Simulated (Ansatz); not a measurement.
Crystal: Ti2C.

```
CELL_PARAMETERS angstrom
1.54070 0.88952 4.81377
-1.54070 0.88952 4.81377
0.00000 -1.77905 4.81377
ATOMIC_POSITIONS crystal
Ti 0.75450 0.75450 0.75450
Ti 0.24550 0.24550 0.24550
C 0.50000 0.50000 0.50000
```

The cell comes from a database or a generator and needn't be the stable form of this composition.

```yaml
Program: Ansatz 0.2.0
Task: relaxation of cell and atoms
Functional: HSE06
Potentials_or_basis: Ansatz PAW
Cutoff: "420 eV (not typed: the program's choice for these potentials)"
k_mesh: 6 × 6 × 6
Occupations: fermi-dirac, width 0.05 eV
Spin: no spin polarisation
```

At the start: volume 13.19 Å³/atom.

**Question.** Where does the relaxation end?

**Answer.** It ends after 5 steps and the volume is 13.03 Å³/atom (-1.2 %); space group R-3m (No. 166, to 0.05 Å).

The path:
```csv
step,energy change (eV),largest force (eV/Å),volume (Å³)
1,0.0000,0.4450,39.58
2,-0.0136,0.0190,39.38
3,-0.0141,0.0090,38.82
4,-0.0149,0.0009,39.10
5,-0.0145,0.0010,39.10
```

Final structure:
```yaml
crystal:
  lattice:
    - [1.52989, 0.88328, 4.82218]
    - [-1.52989, 0.88328, 4.82218]
    - [0.00000, -1.76656, 4.82218]
  atoms:
    - { symbol: Ti, position: [0.75564, 0.75564, 0.75564] }
    - { symbol: Ti, position: [0.24436, 0.24436, 0.24436] }
    - { symbol: C, position: [0.50000, 0.50000, 0.50000] }
```

Caveat: the k mesh is coarse (spacing up to 0.40 Å⁻¹), so the values aren't converged, least of all with exact exchange; the plane-wave basis is chosen anew once the cell has moved, so the energies of steps on either side of that aren't comparable; the PAW data sets come from PBE, with cores solved anew for the run's functional, which leaves a small shift of forces and pressure.
